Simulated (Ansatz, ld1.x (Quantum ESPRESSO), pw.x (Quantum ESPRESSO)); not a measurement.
## pw.x on bcc Mn: one setting changed

Potential: ultrasoft, ld1.x (Quantum ESPRESSO) 7.5, PBEsol; core [Ar], reference 3d5 4s2 4p0; waves: 4s (bound): rcut 2.15, rcutus 2.55 bohr; 4s channel at 0.25 Ry: rcut 2.15, rcutus 2.55 bohr; 4p (bound, empty): rcut 2.20, rcutus 2.55 bohr; 4p channel at 1.9 Ry: rcut 2.20, rcutus 2.55 bohr; 3d (bound): rcut 1.20, rcutus 1.40 bohr; 3d channel at 0.1 Ry: rcut 1.20, rcutus 1.40 bohr; 4f channel at 0.5 Ry: rcut 1.95, rcutus 2.50 bohr; 4f channel at 2.4 Ry: rcut 1.95, rcutus 2.50 bohr; local part: all-electron potential smoothed inside 2.40 bohr (lloc = -1); core correction: none; augmentation: built from norm-conserving waves at rcut, not smoothed further.

The reference run (k-mesh 17³, cutoffs 110/880 Ry, Fermi–Dirac 0.01 Ry, mixing_beta 0.4, conv_thr 1e-9, no spin) gives 4.25 GPa at 10.408 Å³/atom, where all-electron LAPW gives 0.50 GPa. This run, with its own iteration cap, changes k-mesh points per axis to 8.

```
&control
  calculation='scf', prefix='x', pseudo_dir='./', outdir='./tmp', tstress=.true., disk_io='none'
/
&system
  ibrav=0, nat=1, ntyp=1, ecutwfc=110, ecutrho=880, nbnd=11,
  occupations='smearing', smearing='fd', degauss=0.01
/
&electrons
  conv_thr=1e-09, mixing_beta=0.4, electron_maxstep=50
/
ATOMIC_SPECIES
Mn 1.0 Mn.UPF
CELL_PARAMETERS angstrom
  -1.37542136 1.37542136 1.37542136
  1.37542136 -1.37542136 1.37542136
  1.37542136 1.37542136 -1.37542136
ATOMIC_POSITIONS crystal
Mn 0.0000 0.0000 0.0000
K_POINTS automatic
8 8 8 0 0 0
```

```bash
pw.x < Mn.scf.in > Mn.scf.out
```

Problem. How does the run end?

Solution. It converges in 8 iterations; the free energy moves by -20.4 meV/atom and the pressure by -0.56 GPa.

```
Message from routine setup:
     using ibrav=0 with symmetry is DISCOURAGED, use correct ibrav instead
     lattice parameter (alat)  =       4.5019  a.u.
     unit-cell volume          =      70.2367 (a.u.)^3
     number of electrons       =         7.00
     number of Kohn-Sham states=           11
     kinetic-energy cutoff     =     110.0000  Ry
     charge density cutoff     =     880.0000  Ry
     scf convergence threshold =      1.0E-09
     Exchange-correlation= PBESOL
     number of k points=    29  Fermi-Dirac smearing, width (Ry)=  0.0100
     iteration #  1     ecut=   110.00 Ry     beta= 0.40
     total energy              =     -29.73026586 Ry
     estimated scf accuracy    <       0.09525337 Ry
     iteration #  2     ecut=   110.00 Ry     beta= 0.40
     total energy              =     -29.75221786 Ry
     estimated scf accuracy    <       0.00516367 Ry
     iteration #  3     ecut=   110.00 Ry     beta= 0.40
     total energy              =     -29.75396939 Ry
     estimated scf accuracy    <       0.00142741 Ry
     [... 2 iterations left out ...]
     iteration #  6     ecut=   110.00 Ry     beta= 0.40
     total energy              =     -29.75485824 Ry
     estimated scf accuracy    <       0.00000022 Ry
     iteration #  7     ecut=   110.00 Ry     beta= 0.40
     total energy              =     -29.75485833 Ry
     estimated scf accuracy    <       0.00000003 Ry
     iteration #  8     ecut=   110.00 Ry     beta= 0.40
     the Fermi energy is    15.1475 ev
!    total energy              =     -29.75485833 Ry
     estimated scf accuracy    <          9.5E-10 Ry
     smearing contrib. (-TS)   =      -0.00693478 Ry
     The total energy is F=E-TS. E is the sum of the following terms:
     one-electron contribution =       7.49640839 Ry
     hartree contribution      =       3.83612339 Ry
     xc contribution           =      -6.77672352 Ry
     ewald contribution        =     -34.30373181 Ry
     convergence has been achieved in   8 iterations
          total   stress  (Ry/bohr**3)                   (kbar)     P=       36.90
     Message from routine punch:
     Nothing written, as per user request (disk_io='none')
```

The run took about 18 s on one core of a shared host (AMD EPYC 7R43 64-Core Processor, 256 threads, 1004 GiB, load 51).
